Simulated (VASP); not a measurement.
Input of a VASP 6.6.1 run:

The input INCAR:

```
PREC     = Accurate       # precision mode
ENCUT    = 520            # plane-wave cutoff, eV
EDIFF    = 1E-6           # SCF threshold, eV
ISMEAR   = 0              # smearing method
SIGMA    = 0.02           # smearing width, eV
LREAL    = F              # projectors in reciprocal space
LASPH    = T              # aspherical terms in the spheres
NELM     = 100            # most SCF steps
ALGO     = Normal         # electronic algorithm
ISIF     = 2              # what is computed and relaxed
LWAVE    = F              # write WAVECAR
LCHARG   = F              # write CHGCAR
GGA      = PE             # functional
```

Contents of KPOINTS:

```
Automatic mesh
0
Gamma
  5 5 5
```

Contents of POSCAR:

```
Nb3Sn
5.2821
    1.000000000000      0.000000000000      0.000000000000
    0.000000000000      1.000000000000      0.000000000000
    0.000000000000      0.000000000000      1.000000000000
Sn Nb
2 6
Direct
    0.5000000000      0.5000000000      0.5000000000
    0.0000000000      0.0000000000      0.0000000000
    0.0000000000      0.5000000000      0.2500000000
    0.0000000000      0.5000000000      0.7500000000
    0.5000000000      0.2500000000      0.0000000000
    0.7500000000      0.0000000000      0.5000000000
    0.5000000000      0.7500000000      0.0000000000
    0.2500000000      0.0000000000      0.5000000000
```

Potentials or basis: VASP PAW PBE potentials, release 64 (Sn_d, Nb_pv).

Command:

```bash
$ cat potpaw_PBE.64/Sn_d/POTCAR potpaw_PBE.64/Nb_pv/POTCAR > POTCAR
$ mpirun -np 1 vasp_std > vasp.out
```

**Question.** Predict the band gap on the k mesh.

**Answer.** None (metal or under the smearing width).

**Question.** Estimate the pressure.

**Answer.** 5.0 GPa.
